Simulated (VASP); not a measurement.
# Tm (Im-3m) in VASP: a series of runs, part 2 of 2

VASP 6.6.1. Earlier steps stand in the parts before.

### Step 4. Single point, PBE, collinear spin, ferromagnetic start

File INCAR:

```
ADDGRID  = F            
ALGO     = Normal         # electronic algorithm
EDIFF    = 0.001          # SCF threshold, eV
ENCUT    = 400            # plane-wave cutoff, eV
GGA      = PE             # functional
ISIF     = 2              # what is computed and relaxed
ISMEAR   = -1             # smearing method
ISPIN    = 2              # spin polarisation
LASPH    = T              # aspherical terms in the spheres
LCHARG   = F              # write CHGCAR
LMAXMIX  = 6              # l up to which the mixer works
LORBIT   = 11             # projections on sites
LREAL    = F              # projectors in reciprocal space
LWAVE    = F              # write WAVECAR
MAGMOM   = 2              # initial moments
NELM     = 100            # most SCF steps
PREC     = Accurate       # precision mode
SIGMA    = 0.1            # smearing width, eV
```

File KPOINTS:

```
k-points
0
Gamma
  6 6 6
```

File POSCAR:

```
Tm
1.0
   -1.8621100000      1.9916120000      1.9516370000
    1.9655340000     -2.0016460000      2.0650950000
    1.8577320000      1.9972680000     -1.9616710000
Tm
1
Direct
   -0.0415270000     -0.0161680000     -0.0347540000
```

Potentials or basis: VASP PAW PBE potentials, release 64 (Tm).

Run with:

```console
$ cat potpaw_PBE.64/Tm/POTCAR > POTCAR
$ mpirun -np 1 vasp_std > vasp.out
```

OUTCAR:

```text
EDIFF = 0.001
   ENCUT = 400
   GGA = PE
   ISIF = 2
   ISMEAR = -1
   ISPIN = 2
   LASPH = T
   LORBIT = 11
   LREAL = F
   NELM = 100
   PREC = Accurate

 Found    112 irreducible k-points:

 Following reciprocal coordinates:
            Coordinates               Weight
  0.000000  0.000000  0.000000      1.000000
  0.166667  0.000000 -0.000000      2.000000
  0.333333  0.000000 -0.000000      2.000000
  0.500000  0.000000 -0.000000      1.000000
 -0.000000  0.166667  0.000000      2.000000
  0.166667  0.166667 -0.000000      2.000000
   k-points           NKPTS =    112   k-points in BZ     NKDIM =    112   number of bands    NBANDS=     16
   number of dos      NEDOS =    301   number of ions     NIONS =      1
   total plane-waves  NPLWV =  13824
   dimension x,y,z NGX =    24 NGY =   24 NGZ =   24
   dimension x,y,z NGXF=    48 NGYF=   48 NGZF=   48
   ions per type =               1
   NGX,Y,Z   is equivalent  to a cutoff of  11.90, 11.45, 11.88 a.u.
   NGXF,Y,Z  is equivalent  to a cutoff of  23.80, 22.91, 23.75 a.u.
 SYSTEM =  unknown system
   PREC   = accura    normal or accurate (medium, high low for compatibility)
   ISTART =      0    job   : 0-new  1-cont  2-samecut
   ICHARG =      2    charge: 1-file 2-atom 10-const
   ISPIN  =      2    spin polarized calculation?
   LNONCOLLINEAR =      F non collinear calculations
   LSORBIT =      F    spin-orbit coupling
   LASPH  =      T    aspherical Exc in radial PAW
   ENCUT  =  400.0 eV  29.40 Ry    5.42 a.u.   5.47  5.68  5.48*2*pi/ulx,y,z
   NELM   =    100;   NELMIN=  2; NELMDL= -5     # of ELM steps
   EDIFF  = 0.1E-02   stopping-criterion for ELM
   LREAL  =      F    real-space projection
   EDIFFG = 0.1E-01   stopping-criterion for IOM
   NSW    =      0    number of steps for IOM
   IBRION =     -1    ionic relax: 0-MD 1-quasi-New 2-CG
   NFREE  =      0    steps in history (QN), initial steepest desc. (CG)
   ISIF   =      2    stress and relaxation
   ISYM   =      2    0-nonsym 1-usesym 2-fastsym
   POTIM  = 0.5000    time-step for ionic-motion
   TEBEG  =    0.0;   TEEND  =   0.0 temperature during run
   PSTRESS=    0.0 pullay stress
   NELECT =      23.0000    total number of electrons
   NUPDOWN=      -1.0000    fix difference up-down
   EMIN   =  10.00;   EMAX   =-10.00  energy-range for DOS
   EFERMI =   0.00;   METHOD = LEGACY
   ISMEAR =    -1;   SIGMA  =   0.10  broadening in eV -4-tet -1-fermi 0-gaus
   EFERMI_NEDOS =   21; number of points for ismear=-14 and -15
   IALGO  =     38    algorithm
   IMIX   =      4    mixing-type and parameters
     AMIX     =   0.40;   BMIX     =  1.00
     AMIX_MAG =   1.60;   BMIX_MAG =  1.00
  volume/ion in A,a.u.               =      30.61       206.55
  Fermi-wavevector in a.u.,A,eV,Ry     =   1.488367  2.812605 30.140106  2.215235
  Thomas-Fermi vector in A             =   2.601410
   LORBIT       =     11    0 simple, 1 ext, 2 COOP (PROOUT), +10 PAW based schemes
   GGA     = PE    functional components
   LHFCALC =     F    Hartree Fock is set to
   AEXX    =    0.0000 exact exchange contribution
   IVDW    =     0    specifies the selected vdW correction
   LEPSILON=     F    determine dielectric tensor
   LRPA    =     F    only Hartree local field effects (RPA)
 spin polarized calculation
  energy-cutoff  :      400.00
  volume of cell :       30.61
 maximum number of plane-waves:       569
 NGX is ok and might be reduce to    24

 number of electron      23.0000005 magnetization       1.1470715

 Free energy of the ion-electron system (eV)
  ---------------------------------------------------
  ext. energy  EPLUGINS =         0.00000000
  ---------------------------------------------------
  free energy    TOTEN  =        -4.10453206 eV

  energy without entropy =       -3.88442301  energy(sigma->0) =       -3.99447754

 E-fermi :   2.2703     XC(G=0): -10.1978

 val. band max:        2.2701459886   @ k =   0.3333   0.1667   0.3333
 cond. band min:       2.2707687774   @ k =   0.3333   0.0000   0.1667
 fundamental gap:      0.0006227888
 Fermi energy:         2.2703160360

 spin component 1

 k-point     1 :       0.0000    0.0000    0.0000
  band No.  band energies     occupation
      1     -48.2114      1.00000
      2     -21.1660      1.00000
      3     -21.1436      1.00000
      4     -21.1150      1.00000
      5      -3.0300      1.00000
      6       0.6538      1.00000
[... 8 lines left out ...]
     15       5.4805      0.00000
     16       7.0975      0.00000

 k-point     2 :       0.1667    0.0000   -0.0000
  band No.  band energies     occupation
      1     -48.2003      1.00000
      2     -21.3052      1.00000
      3     -21.1937      1.00000
      4     -21.1344      1.00000
      5      -2.2657      1.00000
      6       0.6709      1.00000
[... 8 lines left out ...]
     15       6.0838      0.00000
     16       6.5797      0.00000

 k-point     3 :       0.3333    0.0000   -0.0000
  band No.  band energies     occupation
      1     -48.1781      1.00000
      2     -21.6202      1.00000
      3     -21.2800      1.00000
      4     -21.1323      1.00000
      5      -0.5312      1.00000
      6       0.7085      1.00000
[... 8 lines left out ...]
     15       6.8748      0.00000
     16       7.7038      0.00000

 k-point     4 :       0.5000    0.0000   -0.0000
  band No.  band energies     occupation
      1     -48.1670      1.00000
      2     -21.7706      1.00000
      3     -21.3234      1.00000
      4     -21.1296      1.00000
      5       0.3827      1.00000
      6       0.7252      1.00000
[... 8 lines left out ...]
     15       6.8392      0.00000
     16       7.9974      0.00000

 k-point     5 :      -0.0000    0.1667    0.0000
  band No.  band energies     occupation
      1     -48.2022      1.00000
      2     -21.3102      1.00000
      3     -21.1845      1.00000
      4     -21.1199      1.00000
      5      -2.2798      1.00000
      6       0.6647      1.00000
[... 8 lines left out ...]
     15       6.1806      0.00000
     16       7.2508      0.00000

 k-point     6 :       0.1667    0.1667   -0.0000
  band No.  band energies     occupation
      1     -48.1867      1.00000
      2     -21.4870      1.00000
      3     -21.2640      1.00000
      4     -21.1556      1.00000
      5      -0.9936      1.00000
      6       0.6928      1.00000
[... 8 lines left out ...]
     15       6.8084      0.00000
     16       7.6904      0.00000

 [... further k-points ...]

 spin component 2

 k-point     1 :       0.0000    0.0000    0.0000
  band No.  band energies     occupation
      1     -47.6712      1.00000
      2     -20.7900      1.00000
      3     -20.7710      1.00000
      4     -20.7493      1.00000
      5      -3.1411      1.00000
      6       1.8184      0.98922
[... 8 lines left out ...]
     15       5.5388      0.00000
     16       7.0910      0.00000

 k-point     2 :       0.1667    0.0000   -0.0000
  band No.  band energies     occupation
      1     -47.6596      1.00000
      2     -20.9428      1.00000
      3     -20.8216      1.00000
      4     -20.7653      1.00000
      5      -2.3698      1.00000
      6       1.7709      0.99327
[... 8 lines left out ...]
     15       6.1605      0.00000
     16       6.5878      0.00000

 k-point     3 :       0.3333    0.0000   -0.0000
  band No.  band energies     occupation
      1     -47.6362      1.00000
      2     -21.2737      1.00000
      3     -20.9125      1.00000
      4     -20.7617      1.00000
      5      -0.6223      1.00000
      6       1.7015      0.99662
[... 8 lines left out ...]
     15       6.9106      0.00000
     16       7.7479      0.00000

 k-point     4 :       0.5000    0.0000   -0.0000
  band No.  band energies     occupation
      1     -47.6245      1.00000
      2     -21.4311      1.00000
      3     -20.9578      1.00000
      4     -20.7588      1.00000
      5       0.3013      1.00000
      6       1.6757      0.99739
[... 8 lines left out ...]
     15       6.8686      0.00000
     16       8.0613      0.00000

 k-point     5 :      -0.0000    0.1667    0.0000
  band No.  band energies     occupation
      1     -47.6615      1.00000
      2     -20.9424      1.00000
      3     -20.8137      1.00000
      4     -20.7548      1.00000
      5      -2.3829      1.00000
      6       1.7720      0.99319
[... 8 lines left out ...]
     15       6.2507      0.00000
     16       7.2776      0.00000

 k-point     6 :       0.1667    0.1667   -0.0000
  band No.  band energies     occupation
      1     -47.6452      1.00000
      2     -21.1302      1.00000
      3     -20.8977      1.00000
      4     -20.7895      1.00000
      5      -1.0859      1.00000
      6       1.7226      0.99583
[... 8 lines left out ...]
     15       6.8418      0.00000
     16       7.7804      0.00000

 [... further k-points ...]

------------------------ aborting loop because EDIFF is reached ----------------------------------------

  FORCE on cell =-STRESS in cart. coord.  units (eV):
  Direction    XX          YY          ZZ          XY          YZ          ZX
  --------------------------------------------------------------------------------------
  -------------------------------------------------------------------------------------
  Total       -0.2597094     -0.3985191     -0.3743997      0.0154409     -0.0291240      0.6852058
  in kB      -13.5948927    -20.8610997    -19.5985312      0.8082787     -1.5245407     35.8681598
  external PRESSURE =     -18.0181745 kB  Pullay stress =       0.0000000 kB

 VOLUME and BASIS-vectors are now :
 -----------------------------------------------------------------------------
  energy-cutoff  :      400.00
  volume of cell :       30.61
      direct lattice vectors                 reciprocal lattice vectors
    -1.862110000  1.991612000  1.951637000    -0.006468339  0.251318090  0.249752960
     1.965534000 -2.001646000  2.065095000     0.255000420  0.000889619  0.242395002
     1.857732000  1.997268000 -1.961671000     0.262009400  0.250969113 -0.006119362

 POSITION                                       TOTAL-FORCE (eV/Angst)
 -----------------------------------------------------------------------------------
      1.94214      1.86748      2.00880         0.000000      0.000000      0.000000
 -----------------------------------------------------------------------------------
    total drift:                                0.000029      0.000032     -0.000001

  FREE ENERGIE OF THE ION-ELECTRON SYSTEM (eV)
  ---------------------------------------------------
  free  energy   TOTEN  =        -4.1045320647 eV

  energy  without entropy=       -3.8844230149  energy(sigma->0) =       -3.99447754

 total charge

# of ion       s       p       d       f       tot
--------------------------------------------------
    1        2.217   5.940   0.397  12.517  21.070

 magnetization (x)

# of ion       s       p       d       f       tot
--------------------------------------------------
    1        0.004  -0.030  -0.031   1.272   1.215
```

It took 86 s on 1 thread of Intel Xeon Platinum 8259CL at 2.50GHz (Skylake/Cascade Lake), shared host; peak memory 0.2 GiB.

These settings aren't checked as converged: the numbers below hold their error.

Results:

| Item | Value |
| --- | --- |
| Free energy | -4.1045 eV |
| Pressure | -1.8 GPa |
| Band gap on the k mesh | none (metal or under the smearing width) |
| Net moment | 1.15 μB per cell |
| Site moments | Tm +1.22 μB |
| Valence electrons inside the program's atomic spheres | Tm 21.07 |

Caveat: the k mesh is coarse (spacing up to 0.38 Å⁻¹), so the values aren't converged; the cutoff is under 1.25 times the usual one of these potentials, so pressure, stress and relaxed cells hold a basis-set (Pulay) error; the magnetic or orbital state may not be the lowest; spin-orbit coupling is left out, which moves the levels of the heavy elements.

### Step 5. Single point, PBE, collinear spin, ferromagnetic start

This run uses another cell than the first one, of the same volume but with other edges.

Changes to INCAR since step 4:

```diff
@@ -2,3 +2,3 @@
 ALGO     = Normal         # electronic algorithm
-EDIFF    = 0.001          # SCF threshold, eV
+EDIFF    = 1E-4           # SCF threshold, eV
 ENCUT    = 400            # plane-wave cutoff, eV
```

KPOINTS is that of step 4.

File POSCAR:

```
Tm
1.0
   -1.9705499473      1.9705499473      1.9705499473
    1.9705499473     -1.9705499473      1.9705499473
    1.9705499473      1.9705499473     -1.9705499473
Tm
1
Direct
    0.0000000000      0.0000000000      0.0000000000
```

Run with:

```console
$ cat potpaw_PBE.64/Tm/POTCAR > POTCAR
$ mpirun -np 1 vasp_std > vasp.out
```

Wall time 26 s (1 thread of Intel Xeon Platinum 8259CL at 2.50GHz (Skylake/Cascade Lake), shared host); peak memory 0.16 GiB.

These settings aren't checked as converged: the numbers below hold their error.

What came out:

| Quantity | Value |
| --- | --- |
| Free energy | -4.1161 eV |
| Pressure | -0.3 GPa |
| Band gap on the k mesh | none (metal or under the smearing width) |
| Net moment | 1.15 μB per cell |
| Site moments | Tm +1.22 μB |
| Valence electrons inside the program's atomic spheres | Tm 21.07 |

Caveat: the k mesh is coarse (spacing up to 0.38 Å⁻¹), so the values aren't converged; the cutoff is under 1.25 times the usual one of these potentials, so pressure, stress and relaxed cells hold a basis-set (Pulay) error; the magnetic or orbital state may not be the lowest; spin-orbit coupling is left out, which moves the levels of the heavy elements.
